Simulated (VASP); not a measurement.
# RbBr (R3m) in VASP: further runs

The runs below take RbBr through single point, with HSE06, r2SCAN.

All numbers are computed with VASP 6.6.1; they aren't measurements. Logs are shortened: lines on timing, memory, paths and dates and some standing lists are left out, and cuts for length are marked.

## 1. The cell of the first run

The structure is trigonal, space group R3m (No. 160). Conventional cell: a = 5.433 Å, b = 5.433 Å, c = 13.498 Å, α = 90.00°, β = 90.00°, γ = 120.00°. Rb (site symmetry 3m) has 4 Br at 3.34 to 3.35 Å as nearest neighbours. Br (site symmetry 3m) is surrounded by 4 Rb at 3.34 to 3.35 Å.

The cell was built by a generator and needn't be a form met in nature.

## 2. Single point, HSE06 (epitaxial_111 strain -0.7%)

The input, POSCAR:

```
RbBr
1.0
    0.0362759610      3.8782993979      3.8782993979
    3.8782993979      0.0362759610      3.8782993979
    3.8782993979      3.8782993979      0.0362759610
Rb Br
1 1
Direct
    0.0010295211      0.0010295211      0.0010295211
    0.2489704789      0.2489704789      0.2489704789
```

The input, INCAR.step1:

```
ALGO = Normal
EDIFF = 1E-5
ENCUT = 520
GGA = PE
ISIF = 2
ISMEAR = 0
LASPH = True
LCHARG = False
LREAL = False
LWAVE = True
NBANDS = 15
NELM = 100
PREC = Accurate
SIGMA = 0.01
```

The input, INCAR.step2:

```
ALGO = Normal
EDIFF = 1E-6
ENCUT = 520
GGA = PE
HFSCREEN = 0.2079
ISIF = 2
ISMEAR = 0
ISTART = 1
LASPH = True
LCHARG = False
LHFCALC = True
LREAL = False
LWAVE = False
NBANDS = 15
NELM = 100
PREC = Accurate
PRECFOCK = Normal
SIGMA = 0.01
```

The input, KPOINTS:

```
k-points
0
Gamma
  4 4 4
```

Potentials or basis: VASP PAW PBE potentials, release 64 (Rb_sv, Br).

The run is started by

```bash
cat potpaw_PBE.64/Rb_sv/POTCAR potpaw_PBE.64/Br/POTCAR > POTCAR
cp INCAR.step1 INCAR
mpirun -np 1 vasp_std > vasp.out
cp INCAR.step2 INCAR
mpirun -np 1 vasp_std > vasp.out
```

OUTCAR:

```text
EDIFF = 1E-6
   ENCUT = 520
   GGA = PE
   HFSCREEN = 0.2079
   ISIF = 2
   ISMEAR = 0
   ISTART = 1
   LASPH = True
   LHFCALC = True
   LREAL = False
   NELM = 100
   PREC = Accurate
   PRECFOCK = Normal

 ion  position               nearest neighbor table
   1  0.001  0.001  0.001-   2 3.34   2 3.34   2 3.34   2 3.35
   2  0.249  0.249  0.249-   1 3.34   1 3.34   1 3.34   1 3.35

  LATTYP: Found a trigonal (rhomboedric) cell.
 ALAT       =     5.4848635703
 COS(alpha) =     0.5093312936

  Lattice vectors:

 A1 = (   0.0362759610,   3.8782993979,   3.8782993979)
 A2 = (   3.8782993979,   0.0362759610,   3.8782993979)
 A3 = (   3.8782993979,   3.8782993979,   0.0362759610)

Analysis of symmetry for initial positions (statically):
=====================================================================
 Subroutine PRICEL returns:
 Original cell was already a primitive cell.

 Routine SETGRP: Setting up the symmetry group for a
 trigonal (rhombohedral) supercell.

 Subroutine GETGRP returns: Found  6 space group operations
 (whereof  6 operations were pure point group operations)
 out of a pool of 12 trial point group operations.

The static configuration has the point symmetry C_3v.

Analysis of symmetry for dynamics (positions and initial velocities):
=====================================================================
 Subroutine PRICEL returns:
 Original cell was already a primitive cell.

 Routine SETGRP: Setting up the symmetry group for a
 trigonal (rhombohedral) supercell.

 Subroutine GETGRP returns: Found  6 space group operations
 (whereof  6 operations were pure point group operations)
 out of a pool of 12 trial point group operations.

The dynamic configuration has the point symmetry C_3v.

 Subroutine INISYM returns: Found  6 space group operations
 (whereof  6 operations are pure point group operations),
 and found     1 'primitive' translations

----------------------------------------------------------------------------------------

                                     Primitive cell

  volume of cell :     115.0317

  direct lattice vectors                    reciprocal lattice vectors
     0.036275961  3.878299398  3.878299398    -0.130745561  0.129533955  0.129533955
     3.878299398  0.036275961  3.878299398     0.129533955 -0.130745561  0.129533955
     3.878299398  3.878299398  0.036275961     0.129533955  0.129533955 -0.130745561

  length of vectors
     5.484863570  5.484863570  5.484863570     0.225061087  0.225061087  0.225061087

  position of ions in fractional coordinates (direct lattice)
     0.001029521  0.001029521  0.001029521
     0.248970479  0.248970479  0.248970479

  ion indices of the primitive-cell ions
   primitive index   ion index
                 1           1
                 2           2

----------------------------------------------------------------------------------------

 KPOINTS: k-points

Automatic generation of k-mesh.
 Grid dimensions read from file:
 generate k-points for:    4    4    4

 Generating k-lattice:

  Cartesian coordinates                     Fractional coordinates (reciprocal lattice)
    -0.032686390  0.032383489  0.032383489     0.250000000  0.000000000 -0.000000000
     0.032383489 -0.032686390  0.032383489     0.000000000  0.250000000 -0.000000000
     0.032383489  0.032383489 -0.032686390     0.000000000  0.000000000  0.250000000

  Length of vectors
     0.056265272  0.056265272  0.056265272

  Shift w.r.t. Gamma in fractional coordinates (k-lattice)
     0.000000000  0.000000000  0.000000000

 Subroutine IBZKPT returns following result:
 ===========================================

 Found     13 irreducible k-points:

 Following reciprocal coordinates:
            Coordinates               Weight
  0.000000  0.000000  0.000000      1.000000
  0.250000  0.000000  0.000000      6.000000
  0.500000  0.000000  0.000000      3.000000
  0.250000  0.250000  0.000000      6.000000
  0.500000  0.250000  0.000000     12.000000
 -0.250000  0.250000  0.000000      6.000000
  0.500000  0.500000  0.000000      3.000000
  0.250000  0.250000  0.250000      2.000000
  0.500000  0.250000  0.250000      6.000000
 -0.250000  0.250000  0.250000      6.000000
  0.500000  0.500000  0.250000      6.000000
 -0.250000  0.500000  0.250000      6.000000
  0.500000  0.500000  0.500000      1.000000
   k-points           NKPTS =     13   k-points in BZ     NKDIM =     64   number of bands    NBANDS=     15
   number of dos      NEDOS =    301   number of ions     NIONS =      2
   total plane-waves  NPLWV =  74088
   dimension x,y,z NGX =    42 NGY =   42 NGZ =   42
   dimension x,y,z NGXF=    84 NGYF=   84 NGZF=   84
   ions per type =               1   1
   NGX,Y,Z   is equivalent  to a cutoff of  12.73, 12.73, 12.73 a.u.
   NGXF,Y,Z  is equivalent  to a cutoff of  25.46, 25.46, 25.46 a.u.
 SYSTEM =  unknown system
   PREC   = accura    normal or accurate (medium, high low for compatibility)
   ISTART =      1    job   : 0-new  1-cont  2-samecut
   ICHARG =      0    charge: 1-file 2-atom 10-const
   ISPIN  =      1    spin polarized calculation?
   LNONCOLLINEAR =      F non collinear calculations
   LSORBIT =      F    spin-orbit coupling
   LASPH  =      T    aspherical Exc in radial PAW
   ENCUT  =  520.0 eV  38.22 Ry    6.18 a.u.  10.20 10.20 10.20*2*pi/ulx,y,z
   NELM   =    100;   NELMIN=  2; NELMDL=  0     # of ELM steps
   EDIFF  = 0.1E-05   stopping-criterion for ELM
   LREAL  =      F    real-space projection
   EDIFFG = 0.1E-04   stopping-criterion for IOM
   NSW    =      0    number of steps for IOM
   IBRION =     -1    ionic relax: 0-MD 1-quasi-New 2-CG
   NFREE  =      0    steps in history (QN), initial steepest desc. (CG)
   ISIF   =      2    stress and relaxation
   ISYM   =      3    0-nonsym 1-usesym 2-fastsym
   POTIM  = 0.5000    time-step for ionic-motion
   TEBEG  =    0.0;   TEEND  =   0.0 temperature during run
   PSTRESS=    0.0 pullay stress
   NELECT =      16.0000    total number of electrons
   NUPDOWN=      -1.0000    fix difference up-down
   EMIN   =  10.00;   EMAX   =-10.00  energy-range for DOS
   EFERMI =   0.00;   METHOD = LEGACY
   ISMEAR =     0;   SIGMA  =   0.01  broadening in eV -4-tet -1-fermi 0-gaus
   EFERMI_NEDOS =   21; number of points for ismear=-14 and -15
   IALGO  =     38    algorithm
   IMIX   =      1    mixing-type and parameters
     AMIX     =   0.40;   BMIX     =  1.00
     AMIX_MAG =   1.60;   BMIX_MAG =  1.00
  volume/ion in A,a.u.               =      57.52       388.14
  Fermi-wavevector in a.u.,A,eV,Ry     =   0.848221  1.602905  9.789100  0.719479
  Thomas-Fermi vector in A             =   1.963850
   LORBIT       =      0    0 simple, 1 ext, 2 COOP (PROOUT), +10 PAW based schemes
   GGA     = PE    functional components
   LHFCALC =     T    Hartree Fock is set to
   PRECFOCK=normal    Normal, Fast or Accurate (Low or Medium for compatibility)
   ENCUT4O =  -1.0   cutoff for four orbital integrals eV
   NKREDX  =     1    reduce k-point grid by
   NKREDY  =     1    reduce k-point grid by
   NKREDZ  =     1    reduce k-point grid by
   AEXX    =    0.2500 exact exchange contribution
   HFSCREEN=    0.2079 screening length (either q_TF or 0.3 A-1)
   HFSCREENC=   0.2079 screening length for correlation (either q_TF or 0.3 A-1)
   ENCUTFOCK=  -1.0 apply spherical cutoff to Coloumb kernel
   IVDW    =     0    specifies the selected vdW correction
   LEPSILON=     F    determine dielectric tensor
   LRPA    =     F    only Hartree local field effects (RPA)
 non-spin polarized calculation
 Gauss-broadening in eV      SIGMA  =   0.01
  energy-cutoff  :      520.00
  volume of cell :      115.03
 maximum number of plane-waves:      3119
 NGX is ok and might be reduce to    42
  NGX = 32; NGY = 32; NGZ = 32

 number of electron      15.9999999 magnetization

 Free energy of the ion-electron system (eV)
  ---------------------------------------------------
  ext. energy  EPLUGINS =         0.00000000
  ---------------------------------------------------
  free energy    TOTEN  =        -6.87446747 eV

  energy without entropy =       -6.87446747  energy(sigma->0) =       -6.87446747

 E-fermi :  -3.7970     XC(G=0):  -4.8711

 val. band max:       -3.9189443815   @ k =   0.5000   0.5000   0.0000
 cond. band min:       1.2628248191   @ k =   0.0000   0.0000   0.0000
 fundamental gap:      5.1817692007
 Fermi energy:        -3.7969905410

 k-point     1 :       0.0000    0.0000    0.0000
  band No.  band energies     occupation
      1     -30.1717      2.00000
      2     -16.8002      2.00000
      3     -13.1185      2.00000
      4     -13.1185      2.00000
      5     -13.1174      2.00000
      6      -4.0247      2.00000
      7      -4.0090      2.00000
      8      -4.0090      2.00000
      9       1.2628      0.00000
     10       5.5634      0.00000
     11       5.5634      0.00000
     12       6.4971      0.00000
     13       6.4971      0.00000
     14       6.5239      0.00000
     15       7.3969      0.00000

 k-point     2 :       0.2500    0.0000    0.0000
  band No.  band energies     occupation
      1     -30.1704      2.00000
      2     -16.8233      2.00000
      3     -13.1259      2.00000
      4     -13.1247      2.00000
      5     -13.0924      2.00000
      6      -4.1340      2.00000
      7      -3.9966      2.00000
      8      -3.9873      2.00000
      9       2.0876      0.00000
     10       5.1144      0.00000
     11       5.1808      0.00000
     12       5.4864      0.00000
     13       6.4798      0.00000
     14       7.0521      0.00000
     15       7.1518      0.00000
[... 167 lines left out ...]
      3     -13.1639      2.00000
      4     -13.1529      2.00000
      5     -13.0062      2.00000
      6      -4.1852      2.00000
      7      -4.0673      2.00000
      8      -3.9243      2.00000
      9       3.2426      0.00000
     10       3.9545      0.00000
     11       5.7819      0.00000
     12       5.8226      0.00000
     13       6.2142      0.00000
     14       6.5494      0.00000
     15       7.5649      0.00000

 k-point    13 :       0.5000    0.5000    0.5000
  band No.  band energies     occupation
      1     -30.1693      2.00000
      2     -16.8486      2.00000
      3     -13.1321      2.00000
      4     -13.1321      2.00000
      5     -13.0593      2.00000
      6      -4.2324      2.00000
      7      -3.9588      2.00000
      8      -3.9588      2.00000
      9       3.5253      0.00000
     10       3.6438      0.00000
     11       5.1413      0.00000
     12       5.1413      0.00000
     13       6.6280      0.00000
     14       6.6280      0.00000
     15       7.1804      0.00000

------------------------ aborting loop because EDIFF is reached ----------------------------------------

  FORCE on cell =-STRESS in cart. coord.  units (eV):
  Direction    XX          YY          ZZ          XY          YZ          ZX
  --------------------------------------------------------------------------------------
  -------------------------------------------------------------------------------------
  Total        0.1010532      0.1010532      0.1010532     -0.0140950     -0.0140950     -0.0140950
  in kB        1.4074816      1.4074816      1.4074816     -0.1963177     -0.1963177     -0.1963177
  external PRESSURE =       1.4074816 kB  Pullay stress =       0.0000000 kB

 VOLUME and BASIS-vectors are now :
 -----------------------------------------------------------------------------
  energy-cutoff  :      520.00
  volume of cell :      115.03
      direct lattice vectors                 reciprocal lattice vectors
     0.036275961  3.878299398  3.878299398    -0.130745561  0.129533955  0.129533955
     3.878299398  0.036275961  3.878299398     0.129533955 -0.130745561  0.129533955
     3.878299398  3.878299398  0.036275961     0.129533955  0.129533955 -0.130745561

 POSITION                                       TOTAL-FORCE (eV/Angst)
 -----------------------------------------------------------------------------------
      0.00802      0.00802      0.00802         0.000525      0.000525      0.000525
      1.94020      1.94020      1.94020        -0.000525     -0.000525     -0.000525
 -----------------------------------------------------------------------------------
    total drift:                               -0.000089     -0.000087     -0.000086

  FREE ENERGIE OF THE ION-ELECTRON SYSTEM (eV)
  ---------------------------------------------------
  free  energy   TOTEN  =        -6.8744674738 eV

  energy  without entropy=       -6.8744674738  energy(sigma->0) =       -6.87446747
```

It took 11 min on 1 thread of Intel Xeon 6975P-C (Granite Rapids), shared host; peak memory 0.38 GiB.

What came out:

| Property | Result |
| --- | --- |
| Free energy | -6.8745 eV |
| Pressure | 0.1 GPa |
| Band gap on the k mesh | 5.18 eV, indirect (least direct gap 5.27 eV) |

Caveat: the PAW data sets were made with another functional, which shifts forces and pressure a little. A k mesh can miss the band edges.

## 3. Single point, r2SCAN (epitaxial_111 strain -0.7%)

POSCAR is that of step 2.

The input, INCAR.step1:

```
SYSTEM = RbBr
ALGO = Normal
EDIFF = 1E-4
ENCUT = 520
GGA = PE
ISMEAR = 0
LASPH = .True.
LCHARG = .False.
LREAL = .False.
LWAVE = .True.
NBANDS = 15
NELM = 100
PREC = Accurate
SIGMA = 0.01
```

The input, INCAR.step2:

```
SYSTEM = RbBr
ALGO = Normal
EDIFF = 1E-6
ENCUT = 520
ISIF = 2
ISMEAR = 0
ISTART = 1
LASPH = .True.
LCHARG = .False.
LMIXTAU = .True.
LREAL = .False.
LWAVE = .False.
METAGGA = R2SCAN
NBANDS = 15
NELM = 100
PREC = Accurate
SIGMA = 0.01
```

The input, KPOINTS:

```
k-points
0
Gamma
  6 6 6
  0 0 0
```

Potentials or basis: VASP PAW PBE potentials, release 64 (Rb_sv, Br).

The run is started by

```bash
cat potpaw_PBE.64/Rb_sv/POTCAR potpaw_PBE.64/Br/POTCAR > POTCAR
cp INCAR.step1 INCAR
mpirun -np 1 vasp_std > vasp.out
cp INCAR.step2 INCAR
mpirun -np 1 vasp_std > vasp.out
```

It took 2 min on 1 thread of Intel Xeon 6975P-C (Granite Rapids), shared host; peak memory 0.31 GiB.

The run converged. Its results:

| Quantity | Value |
| --- | --- |
| Free energy | -30.8786 eV |
| Pressure | 0.1 GPa |
| Band gap on the k mesh | 4.65 eV, indirect (least direct gap 4.74 eV) |

Levels at points of the mesh, in eV from the valence-band top:
```csv
k point,band 5,band 6,band 7,band 8,band 9,band 10,band 11,band 12
"(0.00, 0.00, 0.00)",-8.91,-0.10,-0.09,-0.09,4.65,8.89,8.89,9.85
"(0.50, 0.00, 0.00)",-8.86,-0.29,-0.05,-0.05,6.96,6.98,8.41,8.55
"(0.50, 0.50, 0.00)",-8.81,-0.38,-0.01,0.00,6.39,7.29,9.42,9.79
"(0.50, 0.50, 0.50)",-8.85,-0.30,-0.04,-0.04,6.93,6.95,8.49,8.49
```

Caveat: the PAW data sets were made with another functional, which shifts forces and pressure a little.
